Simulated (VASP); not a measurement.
# I (Im-3m) in VASP: a series of runs

Runs on I. Level: PBE. Tasks: single point.

Everything below comes from runs of VASP 6.6.1. Logs are shortened: lines on timing, memory, paths and dates and some standing lists are left out, and cuts for length are marked.

## Step 1: The crystal as given

Symmetry: Im-3m, No. 229, cubic system. Conventional cell: a = 4.179 Å, b = 4.179 Å, c = 4.179 Å, α = 90.00°, β = 90.00°, γ = 90.00°. I (site symmetry m-3m) is surrounded by 8 I at 3.62 Å.

The real solid is made of molecules; this cell is a model form.

## Step 2: Single point, PBE

Input file INCAR:

```
SYSTEM = I
PREC = Accurate
ENCUT = 460
EDIFF = 1E-6
ISMEAR = 0
SIGMA = 0.05
LREAL = .FALSE.
LASPH = .TRUE.
NELM = 100
ALGO = Normal
ISIF = 2
LWAVE = .FALSE.
LCHARG = .FALSE.
GGA = PE
NBANDS = 10
ADDGRID = .FALSE.
```

Input file KPOINTS:

```
Automatic mesh
0
G
  5 5 5
  0 0 0
```

Input file POSCAR:

```
I
1.0
   -2.1240960000      2.1667550000      2.1089740000
    2.1114880000     -2.1329730000      2.0625830000
    2.0399160000      2.0487930000     -2.0751920000
I
1
Direct
    0.0126280000     -0.0160290000     -0.0040210000
```

Potentials or basis: VASP PAW PBE potentials, release 64 (I).

Started as:

```sh
cat potpaw_PBE.64/I/POTCAR > POTCAR
mpirun -np 1 vasp_std > vasp.out
```

OUTCAR:

```text
SYSTEM = I
   PREC = Accurate
   ENCUT = 460
   EDIFF = 1E-6
   ISMEAR = 0
   LREAL = .FALSE.
   LASPH = .TRUE.
   NELM = 100
   ISIF = 2
   GGA = PE

 Found     63 irreducible k-points:

 Following reciprocal coordinates:
            Coordinates               Weight
  0.000000  0.000000  0.000000      1.000000
  0.200000  0.000000 -0.000000      2.000000
  0.400000  0.000000  0.000000      2.000000
 -0.000000  0.200000 -0.000000      2.000000
  0.200000  0.200000 -0.000000      2.000000
  0.400000  0.200000 -0.000000      2.000000
   k-points           NKPTS =     63   k-points in BZ     NKDIM =     63   number of bands    NBANDS=     10
   number of dos      NEDOS =    301   number of ions     NIONS =      1
   total plane-waves  NPLWV =  21952
   dimension x,y,z NGX =    28 NGY =   28 NGZ =   28
   dimension x,y,z NGXF=    56 NGYF=   56 NGZF=   56
   ions per type =               1
   NGX,Y,Z   is equivalent  to a cutoff of  12.60, 12.78, 13.08 a.u.
   NGXF,Y,Z  is equivalent  to a cutoff of  25.19, 25.56, 26.16 a.u.
 SYSTEM =  I
   PREC   = accura    normal or accurate (medium, high low for compatibility)
   ISTART =      0    job   : 0-new  1-cont  2-samecut
   ICHARG =      2    charge: 1-file 2-atom 10-const
   ISPIN  =      1    spin polarized calculation?
   LNONCOLLINEAR =      F non collinear calculations
   LSORBIT =      F    spin-orbit coupling
   LASPH  =      T    aspherical Exc in radial PAW
   ENCUT  =  460.0 eV  33.81 Ry    5.81 a.u.   6.46  6.37  6.22*2*pi/ulx,y,z
   NELM   =    100;   NELMIN=  2; NELMDL= -5     # of ELM steps
   EDIFF  = 0.1E-05   stopping-criterion for ELM
   LREAL  =      F    real-space projection
   EDIFFG = 0.1E-04   stopping-criterion for IOM
   NSW    =      0    number of steps for IOM
   IBRION =     -1    ionic relax: 0-MD 1-quasi-New 2-CG
   NFREE  =      0    steps in history (QN), initial steepest desc. (CG)
   ISIF   =      2    stress and relaxation
   ISYM   =      2    0-nonsym 1-usesym 2-fastsym
   POTIM  = 0.5000    time-step for ionic-motion
   TEBEG  =    0.0;   TEEND  =   0.0 temperature during run
   PSTRESS=    0.0 pullay stress
   NELECT =       7.0000    total number of electrons
   NUPDOWN=      -1.0000    fix difference up-down
   EMIN   =  10.00;   EMAX   =-10.00  energy-range for DOS
   EFERMI =   0.00;   METHOD = LEGACY
   ISMEAR =     0;   SIGMA  =   0.05  broadening in eV -4-tet -1-fermi 0-gaus
   EFERMI_NEDOS =   21; number of points for ismear=-14 and -15
   IALGO  =     38    algorithm
   IMIX   =      4    mixing-type and parameters
     AMIX     =   0.40;   BMIX     =  1.00
     AMIX_MAG =   1.60;   BMIX_MAG =  1.00
  volume/ion in A,a.u.               =      36.48       246.21
  Fermi-wavevector in a.u.,A,eV,Ry     =   0.944215  1.784308 12.130170  0.891542
  Thomas-Fermi vector in A             =   2.071998
   LORBIT       =      0    0 simple, 1 ext, 2 COOP (PROOUT), +10 PAW based schemes
   GGA     = PE    functional components
   LHFCALC =     F    Hartree Fock is set to
   AEXX    =    0.0000 exact exchange contribution
   IVDW    =     0    specifies the selected vdW correction
   LEPSILON=     F    determine dielectric tensor
   LRPA    =     F    only Hartree local field effects (RPA)
 non-spin polarized calculation
 Gauss-broadening in eV      SIGMA  =   0.05
  energy-cutoff  :      460.00
  volume of cell :       36.48
 maximum number of plane-waves:       830
 NGX is ok and might be reduce to    28

 number of electron       7.0000000 magnetization

 Free energy of the ion-electron system (eV)
  ---------------------------------------------------
  ext. energy  EPLUGINS =         0.00000000
  ---------------------------------------------------
  free energy    TOTEN  =        -1.13378952 eV

  energy without entropy =       -1.13009122  energy(sigma->0) =       -1.13194037

 E-fermi :   4.1678     XC(G=0):  -8.9218

 val. band max:        4.1584315103   @ k =  -0.0000   0.2000  -0.0000
 cond. band min:       4.1709105543   @ k =  -0.4000  -0.0000   0.2000
 fundamental gap:      0.0124790440
 Fermi energy:         4.1677558993

 k-point     1 :       0.0000    0.0000    0.0000
  band No.  band energies     occupation
      1      -9.1997      2.00000
      2       4.7391      0.00000
      3       4.8916      0.00000
      4       5.0020      0.00000
      5      10.9109      0.00000
      6      13.6045      0.00000
      7      13.7486      0.00000
      8      14.1835      0.00000
      9      16.0499      0.00000
     10      16.2712      0.00000

 k-point     2 :       0.2000    0.0000   -0.0000
  band No.  band energies     occupation
      1      -8.8198      2.00000
      2       2.7026      2.00000
      3       4.2683      0.00445
      4       4.8440      0.00000
      5      11.5111      0.00000
      6      12.5809      0.00000
      7      13.8957      0.00000
      8      15.4528      0.00000
      9      15.7241      0.00000
     10      15.8270      0.00000

 k-point     3 :       0.4000    0.0000    0.0000
  band No.  band energies     occupation
      1      -8.0485      2.00000
      2       0.1922      2.00000
      3       3.5237      2.00000
      4       4.6781      0.00000
      5      10.1589      0.00000
      6      11.5389      0.00000
      7      16.2253      0.00000
      8      16.3671      0.00000
      9      18.0635      0.00000
     10      19.1029      0.00000

 k-point     4 :      -0.0000    0.2000   -0.0000
  band No.  band energies     occupation
      1      -8.7975      2.00000
      2       2.7566      2.00000
      3       4.1584      1.20801
      4       4.7976      0.00000
      5      11.4777      0.00000
      6      12.4958      0.00000
      7      13.9659      0.00000
      8      15.2689      0.00000
      9      15.6946      0.00000
     10      15.8106      0.00000

 k-point     5 :       0.2000    0.2000   -0.0000
  band No.  band energies     occupation
      1      -8.1796      2.00000
      2       0.9572      2.00000
      3       3.0756      2.00000
      4       4.4397      0.00000
      5      11.4716      0.00000
      6      12.1756      0.00000
      7      14.2551      0.00000
      8      15.3675      0.00000
      9      17.8634      0.00000
     10      18.8885      0.00000

 k-point     6 :       0.4000    0.2000   -0.0000
  band No.  band energies     occupation
      1      -7.7686      2.00000
      2       0.2098      2.00000
      3       2.1168      2.00000
      4       4.2608      0.00847
      5      11.1758      0.00000
      6      12.6381      0.00000
      7      15.2895      0.00000
      8      16.0270      0.00000
      9      18.9496      0.00000
     10      20.0193      0.00000

 [... further k-points ...]

------------------------ aborting loop because EDIFF is reached ----------------------------------------

  FORCE on cell =-STRESS in cart. coord.  units (eV):
  Direction    XX          YY          ZZ          XY          YZ          ZX
  --------------------------------------------------------------------------------------
  -------------------------------------------------------------------------------------
  Total       -0.2345725     -0.1931700     -0.1830834     -0.8333357      0.3814887     -0.0749854
  in kB      -10.3009707     -8.4828294     -8.0398876    -36.5949367     16.7526195     -3.2928940
  external PRESSURE =      -8.9412292 kB  Pullay stress =       0.0000000 kB

 VOLUME and BASIS-vectors are now :
 -----------------------------------------------------------------------------
  energy-cutoff  :      460.00
  volume of cell :       36.48
      direct lattice vectors                 reciprocal lattice vectors
    -2.124096000  2.166755000  2.108974000     0.005496097  0.235420953  0.237828778
     2.111488000 -2.132973000  2.062583000     0.241671392  0.002899229  0.240425590
     2.039916000  2.048793000 -2.075192000     0.245788549  0.242134979 -0.001217987

 POSITION                                       TOTAL-FORCE (eV/Angst)
 -----------------------------------------------------------------------------------
      4.08253     -0.03087     -0.01069         0.000000      0.000000     -0.000000
 -----------------------------------------------------------------------------------
    total drift:                                0.000000      0.000000      0.000001

  FREE ENERGIE OF THE ION-ELECTRON SYSTEM (eV)
  ---------------------------------------------------
  free  energy   TOTEN  =        -1.1337895227 eV

  energy  without entropy=       -1.1300912220  energy(sigma->0) =       -1.13194037
```

Run time: 10 s. Hardware: 1 thread of Intel Xeon Platinum 8488C (Sapphire Rapids), shared host; peak memory 0.16 GiB.

These settings aren't checked as converged: the numbers below hold their error.

Results:

```
Free energy            : -1.1338 eV
Pressure               : -0.9 GPa
Band gap on the k mesh : none (metal or under the smearing width)
```

Caveat: the k mesh is coarse (spacing up to 0.43 Å⁻¹), so the values aren't converged; an odd number of electrons without spin polarisation forces a metal; a magnetic or distorted state may lie lower.

## Step 3: Single point, PBE

This run uses another cell than the first one, of the same volume but with other edges.

INCAR: that of step 2 with these lines changed.

```diff
@@ -5,3 +5,3 @@
 ISMEAR = 0
-SIGMA = 0.05
+SIGMA = 0.5
 LREAL = .FALSE.
```

KPOINTS is that of step 2.

Input file POSCAR:

```
I
1.0
   -2.0893754423      2.0893754423      2.0893754423
    2.0893754423     -2.0893754423      2.0893754423
    2.0893754423      2.0893754423     -2.0893754423
I
1
Direct
    0.0000000000      0.0000000000      0.0000000000
```

Potentials or basis: VASP PAW PBE potentials, release 64 (I).

Started as:

```sh
cat potpaw_PBE.64/I/POTCAR > POTCAR
mpirun -np 1 vasp_std > vasp.out
```

It took 3.3 s on 1 thread of Intel Xeon Platinum 8488C (Sapphire Rapids), shared host; peak memory 0.14 GiB.

The run converged, but some of its settings lie outside the range that counts as converged, so its numbers aren't taken as properties of the crystal.

What came out:

```
Free energy            : -1.2177 eV
Pressure               : -0.4 GPa
Band gap on the k mesh : none (metal or under the smearing width)
```

Caveat: the k mesh is coarse (spacing up to 0.43 Å⁻¹), so the values aren't converged; an odd number of electrons without spin polarisation forces a metal; a magnetic or distorted state may lie lower.

## Step 4: Single point, PBE

INCAR is that of step 3.

KPOINTS is that of step 3.

Input file POSCAR:

```
I
1.0
   -2.1240960000      2.1667550000      2.1089740000
    2.1114880000     -2.1329730000      2.0625830000
    2.0399160000      2.0487930000     -2.0751920000
I
1
Direct
    0.0126280000     -0.0160290000     -0.0040210000
```

Started as:

```sh
cat potpaw_PBE.64/I/POTCAR > POTCAR
mpirun -np 1 vasp_std > vasp.out
```

Wall time 11 s (1 thread of Intel Xeon Platinum 8488C (Sapphire Rapids), shared host); peak memory 0.16 GiB.

The run converged, but some of its settings lie outside the range that counts as converged, so its numbers aren't taken as properties of the crystal.

Results:

```
Free energy            : -1.2257 eV
Pressure               : -0.4 GPa
Band gap on the k mesh : none (metal or under the smearing width)
```

Caveat: the k mesh is coarse (spacing up to 0.43 Å⁻¹), so the values aren't converged; an odd number of electrons without spin polarisation forces a metal; a magnetic or distorted state may lie lower.

## Step 5: Single point, PBE

This run uses another cell than the first one, of the same volume but with other edges.

INCAR: that of step 4 with these lines changed.

```diff
@@ -5,3 +5,3 @@
 ISMEAR = 0
-SIGMA = 0.5
+SIGMA = 0.2
 LREAL = .FALSE.
```

KPOINTS is that of step 4.

Input file POSCAR:

```
I
1.0
   -2.0893754423      2.0893754423      2.0893754423
    2.0893754423     -2.0893754423      2.0893754423
    2.0893754423      2.0893754423     -2.0893754423
I
1
Direct
    0.0000000000      0.0000000000      0.0000000000
```

Started as:

```sh
cat potpaw_PBE.64/I/POTCAR > POTCAR
mpirun -np 1 vasp_std > vasp.out
```

Run time: 3.4 s. Hardware: 1 thread of Intel Xeon Platinum 8488C (Sapphire Rapids), shared host; peak memory 0.14 GiB.

These settings aren't checked as converged: the numbers below hold their error.

What came out:

```yaml
Free_energy: -1.1382 eV
Pressure: -0.7 GPa
Band_gap_on_the_k_mesh: none (metal or under the smearing width)
```

Caveat: the k mesh is coarse (spacing up to 0.43 Å⁻¹), so the values aren't converged; an odd number of electrons without spin polarisation forces a metal; a magnetic or distorted state may lie lower.
